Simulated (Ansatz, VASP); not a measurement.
## WS2: VASP beside Ansatz

Contents of INCAR:

```
SYSTEM = WS2
PREC = Accurate
ENCUT = 520
EDIFF = 1E-7
ISMEAR = 0
SIGMA = 0.05
LREAL = .False.
LASPH = .True.
NELM = 100
ALGO = Fast
ISIF = 2
LWAVE = .False.
LCHARG = .False.
GGA = PE
IVDW = 12
NBANDS = 20
```

Contents of KPOINTS:

```
Automatic mesh
0
Gamma
  12 12 12
  0 0 0
```

Contents of POSCAR:

```
WS2
1.0
    1.6579504035      0.9572181118      6.1633300000
   -1.6579504035      0.9572181118      6.1633300000
    0.0000000000     -1.9144362235      6.1633300000
W S
1 2
Direct
    0.0000000000      0.0000000000      0.0000000000
    0.7503000000      0.7503000000      0.7503000000
    0.5810000000      0.5810000000      0.5810000000
```

Input for Ansatz:

```yaml
crystal:
  lattice:
    - [1.6579504035, 0.9572181118, 6.16333]
    - [-1.6579504035, 0.9572181118, 6.16333]
    - [0.0, -1.9144362235, 6.16333]
  atoms:
    - { symbol: W, position: [0.0, 0.0, 0.0] }
    - { symbol: S, position: [0.7503, 0.7503, 0.7503] }
    - { symbol: S, position: [0.581, 0.581, 0.581] }
basis:
  ecutwfc: 420
kpoints:
  mp_grid: { grid: [12, 12, 12] }
hamiltonian:
  xc: pbe
  dispersion: d3bj
scf:
  occupations: { method: gaussian, width: 0.05 }
output:
  forces: true
  stress: true
  eigenvalues: true
```

Change from the starting cell: strain +0.050 along x and y, +0.000 along z, atoms carried along.

Alike in both runs: task single point; functional PBE; dispersion D3(BJ); k mesh 12 × 12 × 12; occupations gaussian, width 0.05 eV; no spin polarisation.

|  | VASP | Ansatz |
| --- | --- | --- |
| version | VASP 6.6.1 | Ansatz 0.2.0 |
| potentials or method | VASP PAW PBE potentials, release 64 (W_sv, S) | scalar-relativistic, plane waves, PAW |
| plane-wave cutoff (eV) | 520 | 420 |
| valence electrons in the cell | 26 | 26 |

Ansatz gave:

- gap on the k mesh at the Fermi level (eV): 0.61
- least direct gap on the mesh (eV): 1.42
- pressure (GPa): -12.2
- largest component of the traceless stress (GPa): 4.58
- rms of the force components (eV/Å): 0.403

Problem. Which values does VASP return?

Solution. gap on the k mesh at the Fermi level (eV): 0.63; least direct gap on the mesh (eV): 1.42; pressure (GPa): -12.3; largest component of the traceless stress (GPa): 4.59; rms of the force components (eV/Å): 0.403.

Atom by atom the forces differ by 0.001 eV/Å (rms over components). With one functional, cell and mesh, what is left measures potentials, basis and numerics.

Caveats: spin-orbit coupling is left out, which moves the levels of the heavy elements. A k mesh can miss the band edges.
